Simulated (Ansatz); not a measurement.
# WS2: the cost of one run

Program: Ansatz 0.2.0. Level of theory: DFT PBEsol, scalar-relativistic, plane waves, PAW. These are calculated values, not measurements.

4 further runs of the same task are left out: 3 that didn't finish, 1 set aside as unsound or not needed.

## (1) The starting structure

Symmetry: P-6m2, No. 187, hexagonal system. Conventional cell: a = 3.146 Å, b = 3.146 Å, c = 16.953 Å, α = 90.00°, β = 90.00°, γ = 120.00°. W (site symmetry -6m2) has 6 S at 2.40 Å as nearest neighbours. S (site symmetry 3m) has 3 W at 2.40 Å as nearest neighbours.

As a file:

```
W S
1.0
     3.14578    0.00000    0.00000
    -1.57289    2.72432    0.00000
     0.00000    0.00000   16.95342
W S
1 2
Cartesian
  0.0000 1.8162 0.0000
  1.5729 0.9081 15.3865
  1.5729 0.9081 1.5669
```

It goes back to an entry of the Materials Project, which need not be the stable form.

This cell was relaxed beforehand with the same method: volume 48.43 Å³/atom, gap on the mesh 1.94 eV.

## (2) Zero of the scan

input.yaml

```yaml
crystal:
  lattice:
    - [3.1457762248, 0.0, 0.0]
    - [-1.5728881124, 2.7243221253, 0.0]
    - [0.0, 0.0, 16.9534210846]
  atoms:
    - { symbol: W, position: [0.3333333333, 0.6666666667, 0.0] }
    - { symbol: S, position: [0.6666666667, 0.3333333333, 0.9075761491] }
    - { symbol: S, position: [0.6666666667, 0.3333333333, 0.0924238509] }
basis:
  ecutwfc: 420
kpoints:
  mp_grid: { grid: [12, 12, 2] }
hamiltonian:
  xc: pbesol
scf:
  occupations: { method: gaussian, width: 0.05 }
output:
  forces: true
  stress: true
  eigenvalues: true
  write_density: true
  write_potential: true
  elf: true
  volumetric_format: npy
```

On the command line:

```sh
$ ansatz run input.yaml --threads 2 --pin off --max-ram 5120MiB --backend cpu --events-out ev --progress --plain --runs-dir out
```

**Question.** How long does this run take on 2 threads of Arm Neoverse V1, shared host, and how much memory does it need?

About 6.4 s, with a peak of 0.4 GiB.
